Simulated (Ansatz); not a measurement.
# PbSe (Clausthalite) (Fm-3m) in Ansatz: settings compared, part 3 of 3

Ansatz 0.2.0.

## 4. Band structure, PBEsol, spin-orbit coupling, no magnetisation

The input, input.yaml:

```yaml
crystal:
  lattice:
    - [0.0, 3.06065, 3.06065]
    - [3.06065, 0.0, 3.06065]
    - [3.06065, 3.06065, 0.0]
  atoms:
    - { symbol: Pb, position: [0.0, 0.0, 0.0] }
    - { symbol: Se, position: [0.5, 0.5, 0.5] }
kpoints:
  mp_grid: { grid: [6, 6, 6] }
  band_path:
    path:
      - [0.0, 0.0, 0.0]
      - [0.5, 0.0, 0.5]
      - [0.5, 0.25, 0.75]
      - [0.375, 0.375, 0.75]
      - [0.0, 0.0, 0.0]
      - [0.5, 0.5, 0.5]
      - [0.625, 0.25, 0.625]
      - [0.5, 0.25, 0.75]
    npoints: 10
scf:
  occupations: { method: fermi_dirac, width: 0.05 }
hamiltonian:
  xc: pbesol
  pseudopotentials: { kind: all_electron, lapw: { basis_error: 0.001 } }
magnetization:
  noncollinear: true
  spin_orbit: true
output:
  forces: true
  stress: true
  eigenvalues: true
```

Potentials or basis: all-electron LAPW, relativistic spinors.

Command:

```
> ansatz run input.yaml --threads 1 --pin off --max-ram 3072MiB --backend cpu --events-out ev --progress --plain --runs-dir out
```

Standard output:

```text
Warning: RAYON_NUM_THREADS=1 ignored (pool sized by the plan → 1); use --threads N
LAPW: plane waves up to 7.018 Å⁻¹, error target 1.0e-3 eV per atom; Dirac's equation on spinors; Se in spheres of 1.440 Å, 24 of its electrons in bands; Pb in spheres of 1.621 Å, 36 of its electrons in bands (how accurate: hamiltonian.pseudopotentials.lapw.basis_error, Limitations)
Engine: ansatz 0.2.0, aarch64-unknown-linux-gnu
Pseudopotentials: kind: all_electron
Pseudopotential: Pb, LAPW, valence charge 36, lapw/all_electron/dirac/gaussian/Pb, Dirac's equation, gaussian nucleus
Pseudopotential: Se, LAPW, valence charge 24, lapw/all_electron/dirac/gaussian/Se, Dirac's equation, gaussian nucleus
Functional definition: PBEsol
  exchange = pbesol_x
  correlation = pbesol_c
non-collinear run that drives no moment, with spin-orbit: no starting moment large enough to seed its density (crystal.atoms[].spin), no starting occupations that ask for one, no magnetisation constraint and no magnetic field, so the semilocal B_xc is pinned to zero
Crystal: 2 atoms, lattice volume = 57.342 Å³
Basis set: ecut = 187.65535509119152 eV, 331 PW (Γ), exchange–correlation at level 2
Bands: 72, of which v1, the nominal top of the filled ones, is band 60 counted from 1 (59 counted from 0)
Symmetry: 48 space group operations + 48 with time reversal
Magnetic group: BNS 225.117 (UNI 1619), of the structure as read, at distance tolerance 3.9e-5 Å
k-points: 16 of 216
Non-local potential: Pb, projectors of the file, none
Non-local potential: Se, projectors of the file, none
Initial density: superposition of atomic densities (chi_scale 0.1, normalization cell, long waves kept (reshape's long-wave potential 0.00 eV rms))
Initial wavefunctions: plane waves of lowest kinetic energy (no species holds an atomic orbital)
Functional: x = pbesol(κ = 0.804, μ = 0.12345679012345678), c = pbesol(β = 0.046)
iter 1 solved again at ethr=1.05e-3 eV; its pass at ethr=1.00e-1 eV (dr2=6.29e-1 eV) is discarded
SCF iter   1: F=—  HF=-635271.704791 eV  |F-HF|=—  |Δ(HF+E_count)|=         —  Δρ=2.14e-2  dr2=6.29e-1  dr2_m=0.00e0 (ungated)  ethr=1.05e-3  |M|=0.00e0 ∫|m|=0.00e0 μB  β_m=0.30  ⟨swp⟩=2.0  Hψ=7032  notcnv=0
preconditioner: auto → Kerker (q_TF=auto, 2.749 Å⁻¹)  [metal: Δε(μ)=0.057 eV  Ē_g=16.717 eV  σ=0.050 eV  W_gap=0.28  n_scr=14 (ndim 8)  ℏωp=21.9 eV  f_vac=0.122  D(μ)=0.34/eV (n_scr^D=0)]
spin=Noncollinear: Kerker preconditioning applied to the charge; magnetization (m_x, m_y, m_z) channels mix plain (no charge-response kernel on spin).
SCF iter   2: F=—  HF=-635271.579386 eV  |F-HF|=—  |Δ(HF+E_count)|=   1.25e-1  Δρ=1.56e-2  dr2=3.40e-1  dr2_m=0.00e0 (ungated)  ethr=1.05e-3  |M|=0.00e0 ∫|m|=0.00e0 μB  β_m=0.48  ⟨swp⟩=2.0  Hψ=3580  notcnv=0
SCF iter   3: F=—  HF=-635271.498005 eV  |F-HF|=—  |Δ(HF+E_count)|=   8.14e-2  Δρ=7.44e-3  dr2=8.04e-2  dr2_m=0.00e0 (ungated)  ethr=5.66e-4  |M|=0.00e0 ∫|m|=0.00e0 μB  β_m=0.74  ⟨swp⟩=2.0  Hψ=3292  notcnv=0
iter 4 solved again at ethr=3.33e-6 eV; its pass at ethr=1.34e-4 eV (dr2=2.00e-3 eV) is discarded
SCF iter   4: F=—  HF=-635271.497610 eV  |F-HF|=—  |Δ(HF+E_count)|=   3.96e-4  Δρ=1.56e-3  dr2=2.00e-3  dr2_m=0.00e0 (ungated)  ethr=3.33e-6  |M|=0.00e0 ∫|m|=0.00e0 μB  β_m=0.68  ⟨swp⟩=2.0  Hψ=5768  notcnv=0
SCF iter   5: F=—  HF=-635271.494428 eV  |F-HF|=—  |Δ(HF+E_count)|=   3.18e-3  Δρ=7.28e-4  dr2=2.49e-4  dr2_m=0.00e0 (ungated)  ethr=3.33e-6  |M|=0.00e0 ∫|m|=0.00e0 μB  β_m=0.75  ⟨swp⟩=2.1  Hψ=3412  notcnv=0
SCF iter   6: F=—  HF=-635271.494535 eV  |F-HF|=—  |Δ(HF+E_count)|=   1.07e-4  Δρ=3.37e-4  dr2=6.12e-5  dr2_m=0.00e0 (ungated)  ethr=4.14e-7  |M|=0.00e0 ∫|m|=0.00e0 μB  β_m=0.88  ⟨swp⟩=2.6  Hψ=3436  notcnv=0
SCF iter   7: F=—  HF=-635271.494577 eV  |F-HF|=—  |Δ(HF+E_count)|=   4.18e-5  Δρ=7.46e-5  dr2=5.22e-6  dr2_m=0.00e0 (ungated)  ethr=1.02e-7  |M|=0.00e0 ∫|m|=0.00e0 μB  β_m=0.74  ⟨swp⟩=3.0  Hψ=3485  notcnv=0
SCF iter   8: F=—  HF=-635271.494573 eV  |F-HF|=—  |Δ(HF+E_count)|=   4.08e-6  Δρ=3.18e-5  dr2=7.20e-7  dr2_m=0.00e0 (ungated)  ethr=8.70e-9  |M|=0.00e0 ∫|m|=0.00e0 μB  β_m=0.73  ⟨swp⟩=2.7  Hψ=3440  notcnv=0
SCF iter   9: F=—  HF=-635271.494573 eV  |F-HF|=—  |Δ(HF+E_count)|=   3.16e-7  Δρ=1.42e-5  dr2=1.83e-7  dr2_m=0.00e0 (ungated)  ethr=1.20e-9  |M|=0.00e0 ∫|m|=0.00e0 μB  β_m=0.87  ⟨swp⟩=3.0  Hψ=3506  notcnv=0
SCF iter  10: F=-635271.494574 eV  HF=-635271.494574 eV  |F-HF|=8.61e-9  |Δ(HF+E_count)|=   6.60e-8  Δρ=5.57e-6  dr2=3.63e-8  dr2_m=0.00e0 (ungated)  ethr=3.05e-10  |M|=0.00e0 ∫|m|=0.00e0 μB  ⟨swp⟩=2.7  Hψ=3446  notcnv=0
SCF 1 converged in 10 iterations: F = -635271.494574 eV  dr2 = 3.63e-8
NSCF: frozen V_eff on 71 k-points
SCF converged after 10 iterations
Magnetization: |M| = 0.0000 μB,  M = (+0.0000, +0.0000, +0.0000) μB
Absolute magnetization: 0.0000 μB (∫|m|)
  site 0: m = (+0.0000, +0.0000, +0.0000) μB, |m| = 0.0000 μB  (R = 1.62 Å)
  site 1: m = (+0.0000, +0.0000, +0.0000) μB, |m| = 0.0000 μB  (R = 1.44 Å)
Free energy (F): -635271.494574 eV
Harris-Foulkes:  -635271.494574 eV  (|F-HF|=8.61e-9)
Internal energy: -635271.493693 eV  (E = F + TS)
E sigma→0 (E₀):  -635271.494133 eV
Entropy (-TS):   -0.000881 eV (-0.441 meV/atom)
Fermi energy:    11.449755 eV
--- Per-component energies (eV) ---
  E_band       = -3861.508656
  E_kinetic    = 729442.031861
  E_xc         = -12815.741828
  E_electrostatic = -1351897.783725  (all electrons and nuclei)
  E_smearing   = -0.000881  (= −TS)
  E_closure    = 0.000000  (closes the sum)
  E_atoms      = -635262.571242  (free atoms, spherical and without spin; not in F)
  Σ components = -635271.494574   (vs F -635271.494574, Δ=0.00e0)
  Basis errors (estimates in eV, not in F): energy 3.5e-4 per atom: plane waves 3.3e-4 (1.8e-4 summed), levels above the bands 5.7e-73, relativity 3.2e-8, radial functions 1.9e-5, core shells 1.6e-8; eigenvalues (radial functions only) 3.4e-6; not estimated: angular momenta, meshes, grids; target (lapw.basis_error) 1.0e-3; muffin-tin radii Se 1.440 Å, Pb 1.621 Å
--- Forces (eV/Å), atoms counted from 1 ---
  atom   1  Pb     0.00000000     0.00000000    -0.00000000
  atom   2  Se     0.00000000    -0.00000000     0.00000000
  max |Σ_I F_I| component: 2.08e-25 eV/Å
--- Stress (GPa, compression-positive) ---
       -1.137666       0.000000       0.000000
        0.000000      -1.137666      -0.000000
        0.000000      -0.000000      -1.137666
  P = ⅓ Tr σ = -1.1377 GPa (-11.377 kbar)
--- Band table (eV; the first three rows and the last of 16) ---
  k-point 0: bands = ["-195.7238", "-195.7238", "-139.3891", "-139.3891", "-133.5163", "-133.5163", "-133.5163", "-133.5163", "-127.4475", "-127.4475", "-119.1087", "-119.1087", "-119.1064", "-119.1064", "-119.1064", "-119.1064", "-114.0770", "-114.0770", "-114.0749", "-114.0749", "-114.0749", "-114.0749", "-114.0737", "-114.0737", "-86.0200", "-86.0200", "-63.6057", "-63.6057", "-63.6057", "-63.6057", "-36.3651", "-36.3651", "-36.3651", "-36.3651", "-35.4713", "-35.4713", "-35.4713", "-35.4713", "-35.4701", "-35.4701", "-6.5634", "-6.5634", "-6.5634", "-6.5634", "-3.9918", "-3.9918", "-3.9918", "-3.9918", "-3.9907", "-3.9907", "-2.0776", "-2.0776", "5.3108", "5.3108", "9.1694", "9.1694", "9.8439", "9.8439", "9.8439", "9.8439", "14.6037", "14.6037", "16.9628", "16.9628", "16.9628", "16.9628", "18.0041", "18.0041", "18.0041", "18.0041", "18.1429", "18.1429"]
  k-point 1: bands = ["-195.7238", "-195.7238", "-139.3891", "-139.3891", "-133.5163", "-133.5163", "-133.5163", "-133.5163", "-127.4475", "-127.4475", "-119.1087", "-119.1087", "-119.1064", "-119.1064", "-119.1064", "-119.1064", "-114.0770", "-114.0770", "-114.0749", "-114.0749", "-114.0749", "-114.0749", "-114.0737", "-114.0737", "-86.0200", "-86.0200", "-63.6057", "-63.6057", "-63.6057", "-63.6057", "-36.3651", "-36.3651", "-36.3651", "-36.3651", "-35.4713", "-35.4713", "-35.4713", "-35.4713", "-35.4701", "-35.4701", "-6.5641", "-6.5641", "-6.5607", "-6.5607", "-3.9982", "-3.9982", "-3.9880", "-3.9880", "-3.9852", "-3.9852", "-1.8752", "-1.8752", "4.6504", "4.6504", "9.3663", "9.3663", "9.9007", "9.9007", "10.1981", "10.1981", "13.7085", "13.7085", "15.3048", "15.3048", "15.7741", "15.7741", "17.8111", "17.8111", "18.6116", "18.6116", "18.6628", "18.6628"]
  k-point 2: bands = ["-195.7238", "-195.7238", "-139.3891", "-139.3891", "-133.5163", "-133.5163", "-133.5163", "-133.5163", "-127.4475", "-127.4475", "-119.1087", "-119.1087", "-119.1064", "-119.1064", "-119.1064", "-119.1064", "-114.0770", "-114.0770", "-114.0749", "-114.0749", "-114.0749", "-114.0749", "-114.0737", "-114.0737", "-86.0200", "-86.0200", "-63.6058", "-63.6058", "-63.6057", "-63.6057", "-36.3651", "-36.3651", "-36.3651", "-36.3651", "-35.4713", "-35.4713", "-35.4713", "-35.4713", "-35.4701", "-35.4701", "-6.5656", "-6.5656", "-6.5555", "-6.5555", "-4.0112", "-4.0112", "-3.9804", "-3.9804", "-3.9745", "-3.9745", "-1.3768", "-1.3768", "3.4539", "3.4539", "9.6994", "9.6994", "10.0563", "10.0563", "10.8519", "10.8519", "12.3410", "12.3410", "13.6147", "13.6147", "14.3526", "14.3526", "18.5541", "18.5541", "20.0734", "20.0734", "20.0980", "20.0980"]
  k-point 15: bands = ["-195.7238", "-195.7238", "-139.3891", "-139.3891", "-133.5163", "-133.5163", "-133.5163", "-133.5163", "-127.4475", "-127.4475", "-119.1087", "-119.1087", "-119.1064", "-119.1064", "-119.1064", "-119.1064", "-114.0770", "-114.0770", "-114.0749", "-114.0749", "-114.0749", "-114.0749", "-114.0737", "-114.0737", "-86.0200", "-86.0200", "-63.6058", "-63.6058", "-63.6058", "-63.6058", "-36.3651", "-36.3651", "-36.3650", "-36.3650", "-35.4713", "-35.4713", "-35.4713", "-35.4713", "-35.4700", "-35.4700", "-6.5730", "-6.5730", "-6.5566", "-6.5566", "-4.0779", "-4.0779", "-3.9902", "-3.9902", "-3.9552", "-3.9552", "-0.6227", "-0.6227", "3.7820", "3.7820", "6.8295", "6.8295", "7.7029", "7.7029", "9.8983", "9.8983", "14.2106", "14.2106", "15.9047", "15.9047", "16.9325", "16.9325", "18.0995", "18.0995", "20.7888", "20.7888", "23.2352", "23.2352"]
```

It took 1.7 min on 1 thread of Arm Neoverse V1, shared host; peak memory 0.43 GiB.

Results:

| Property | Result |
| --- | --- |
| Free energy | -635271.4946 eV |
| Pressure | -1.1 GPa |
| Band gap on the k mesh | 0.27 eV, direct |
| Band gap along the path | 0.27 eV, direct |

Levels at the corners of the path, in eV from the valence-band top:
```csv
point,band 57,band 58,band 59,band 60,band 61,band 62,band 63,band 64
Γ,-1.47,-1.47,-1.47,-1.47,3.29,3.29,5.65,5.65
X,-3.30,-3.30,-2.81,-2.81,3.87,3.87,4.78,4.78
W,-3.96,-3.96,-0.57,-0.57,1.88,1.88,5.05,5.05
K,-2.65,-2.65,-2.10,-2.10,3.20,3.20,4.32,4.32
Γ,-1.47,-1.47,-1.47,-1.47,3.29,3.29,5.65,5.65
L,-1.15,-1.15,0.00,0.00,0.27,0.27,1.58,1.58
U,-2.65,-2.65,-2.10,-2.10,3.20,3.20,4.32,4.32
W,-3.96,-3.96,-0.57,-0.57,1.88,1.88,5.05,5.05
```

## 5. Band structure, LDA

Changes to input.yaml since step 4:

```diff
@@ -9,3 +9,3 @@
 kpoints:
-  mp_grid: { grid: [6, 6, 6] }
+  mp_grid: { grid: [8, 8, 8] }
   band_path:
@@ -20,3 +20,3 @@
       - [0.5, 0.25, 0.75]
-    npoints: 10
+    npoints: 12
 scf:
@@ -24,7 +24,4 @@
 hamiltonian:
-  xc: pbesol
+  xc: lda
   pseudopotentials: { kind: all_electron, lapw: { basis_error: 0.001 } }
-magnetization:
-  noncollinear: true
-  spin_orbit: true
 output:
```

Potentials or basis: all-electron LAPW, scalar-relativistic.

Command:

```
> ansatz run input.yaml --threads 1 --pin off --max-ram 3072MiB --backend cpu --events-out ev --progress --plain --runs-dir out
```

Wall time 16 s (1 thread of Arm Neoverse V1, shared host); peak memory 0.29 GiB.

It converged, with:

```yaml
Free_energy: -633803.7543 eV
Pressure: -2.1 GPa
Band_gap_on_the_k_mesh: 0.18 eV, direct
Band_gap_along_the_path: 0.18 eV, direct
```

Levels at the corners of the path, in eV from the valence-band top:
```csv
point,band 26,band 27,band 28,band 29,band 30,band 31,band 32,band 33,band 34,band 35
Γ,-13.62,-6.42,-1.84,-1.84,-1.84,4.62,4.62,4.62,6.52,6.52
X,-12.18,-7.48,-4.99,-3.22,-3.22,3.66,5.52,5.52,5.96,11.42
W,-12.15,-8.10,-4.23,-4.23,-0.76,1.80,4.89,4.89,7.67,7.67
K,-12.19,-8.12,-4.58,-2.70,-2.40,3.33,3.95,5.37,5.77,10.12
Γ,-13.62,-6.42,-1.84,-1.84,-1.84,4.62,4.62,4.62,6.52,6.52
L,-12.55,-8.87,-1.42,-1.42,0.00,0.18,1.63,1.63,8.44,10.12
U,-12.19,-8.12,-4.58,-2.70,-2.40,3.33,3.95,5.37,5.77,10.12
W,-12.15,-8.10,-4.23,-4.23,-0.76,1.80,4.89,4.89,7.67,7.67
```

Caveat: spin-orbit coupling is left out, which as a rule narrows the gap of such compounds by several tenths of an eV.

## 6. The runs side by side

| task | level | potentials or basis | spin | k mesh | cutoff (eV) | gap on the mesh (eV) | pressure (GPa) |
| --- | --- | --- | --- | --- | --- | --- | --- |
| phonons | LDA | all-electron LAPW, scalar-relativistic | off | 6 × 6 × 6 | 204 | 0.18 | - |
| elastic constants | PBE | all-electron LAPW, scalar-relativistic | off | 6 × 6 × 6 | 204 | 0.29 | 2.4 |
| band structure | PBEsol | all-electron LAPW, relativistic spinors | SOC, no magnetisation | 6 × 6 × 6 | 188 | 0.27 | -1.1 |
| band structure | LDA | all-electron LAPW, scalar-relativistic | off | 8 × 8 × 8 | 188 | 0.18 | -2.1 |

Alike in all rows: cell as given; smearing fermi-dirac 0.05 eV; basis error allowed 0.001 eV/atom.

Caveats: spin-orbit coupling is left out, which as a rule narrows the gap of such compounds by several tenths of an eV (some runs); some modes are imaginary (some runs).

Compare energies only between runs with the same functional and basis.

## 7. Comparison with measurements

Step 2. Measured gap of PbSe: 0.15 eV (direct; 4.2 K; a printed reference work, monograph). This calculation gives 0.18 eV (+0.03 eV). 2 values of this kind are on record (0.15 to 0.28 eV); this one was drawn at random. Spin-orbit coupling on Pb, Se is left out. The value is that of LDA on a finite k mesh, which can miss the band edges, without temperature or zero-point motion.

Step 3. Against the measured gap of PbSe, 0.15 eV (direct; 4.2 K; a printed reference work, monograph), the calculated 0.29 eV is off by +0.14 eV. 2 values of this kind are on record (0.15 to 0.28 eV); this one was drawn at random. Spin-orbit coupling on Pb, Se is left out. The value is that of PBE on a finite k mesh, which can miss the band edges, without temperature or zero-point motion.

Step 4. Against the measured gap of PbSe, 0.28 eV (direct; 300 K; a printed reference work, monograph), the calculated 0.27 eV is off by -0.01 eV. 2 values of this kind are on record (0.15 to 0.28 eV); this one was drawn at random. The value is that of PBEsol, without temperature or zero-point motion. Semilocal functionals fall short of measured gaps as a rule.

Step 5. Measured gap of PbSe: 0.28 eV (direct; 300 K; a printed reference work, monograph). This calculation gives 0.18 eV (-0.10 eV). 2 values of this kind are on record (0.15 to 0.28 eV); this one was drawn at random. Spin-orbit coupling on Pb, Se is left out. The value is that of LDA, without temperature or zero-point motion. Semilocal functionals fall short of measured gaps as a rule.
